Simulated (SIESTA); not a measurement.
The system is Co.

```
Co
1.0
     2.47200    0.00000    0.00000
    -1.23600    2.14081    0.00000
     0.00000    0.00000    4.02114
Co
2
Direct
  0.66667 0.33333 0.75000
  0.33333 0.66667 0.25000
```

| Property | Result |
| --- | --- |
| Program | SIESTA 5.4.2 |
| Task | single point |
| Functional | PBE |
| Potentials or basis | PseudoDojo 0.4 standard (PBE files) |
| Basis | DZP (energy shift 0.002 Ry) |
| Grid cutoff | 800 Ry |
| Energy shift | 0.002 Ry |
| k mesh | 12 × 12 × 7 |
| Occupations | fermi-dirac, width 0.05 eV |
| Spin | collinear spin, ferromagnetic start |
| Starting moments | [2.0, 2.0] μB |

On this cell: pressure 5.1 GPa; largest force under 0.003 eV/Å; net moment 3.24 μB per cell; site moments Co +1.62 μB; band gap on the k mesh none (metal or under the smearing width).

The same run follows on a disturbed copy (atoms moved at random, drawn with an rms of 0.05 Å):

```
Co
1.0
     2.47200    0.00000    0.00000
    -1.23600    2.14081    0.00000
     0.00000    0.00000    4.02114
Co
2
Direct
  0.66485 0.31270 0.74273
  0.34334 0.65289 0.24011
```

Question: What does the disturbed cell give?

Answer: The energy (extrapolated to zero smearing) moves by +0.6 meV/atom; pressure 4.9 GPa; largest force 0.103 eV/Å; net moment 3.24 μB per cell; site moments Co +1.62 μB; band gap on the k mesh none (metal or under the smearing width).

Forces on the atoms (eV/Å):
```
Co   0.054  0.036 -0.079
Co  -0.054 -0.037  0.079
```

Stress tensor (GPa, compression positive):
```
 4.98 -0.44  0.00
-0.44  5.62  0.02
 0.00  0.02  4.10
```

Caveats: semicore shells carry a single zeta, which can move pressures by several GPa and volumes by a few percent; the basis of atomic orbitals isn't converged, which shifts pressures, moduli and gaps.
